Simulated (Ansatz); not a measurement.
Crystal: In.

```
In
1.0
    -1.62547    1.62547    2.47370
     1.62547   -1.62547    2.47370
     1.62547    1.62547   -2.47370
In
1
Direct
  0.00000 0.00000 0.00000
```

* Program: Ansatz 0.2.0
* Task: relaxation of cell and atoms
* Functional: PBE0
* Potentials or basis: Ansatz PAW
* Cutoff: 420 eV (not typed: the program's choice for these potentials)
* k mesh: 6 × 6 × 6
* Occupations: fermi-dirac, width 0.05 eV
* Spin: no spin polarisation

At the start: volume 26.14 Å³/atom.

**Question.** Where does the relaxation end?

**Answer.** It ends after 4 steps and the volume is 26.39 Å³/atom (+1.0 %); space group I4/mmm (No. 139, to 0.05 Å).

Step by step:
```tsv
step	energy change (eV)	largest force (eV/Å)	volume (Å³)
1	0.0000	0.0000	26.14
2	-0.0044	0.0000	26.39
3	-0.0048	0.0000	26.39
4	-0.0048	0.0000	26.39
```

Final structure:
```
In
1.0
    -1.61597    1.61597    2.52692
     1.61597   -1.61597    2.52692
     1.61597    1.61597   -2.52692
In
1
Direct
  0.00000 0.00000 0.00000
```

Caveat: the k mesh is coarse (spacing up to 0.46 Å⁻¹), so the values aren't converged, least of all with exact exchange; the plane-wave basis is chosen anew once the cell has moved, so the energies of steps on either side of that aren't comparable; the PAW data sets come from PBE, with cores solved anew for the run's functional, which leaves a small shift of forces and pressure.
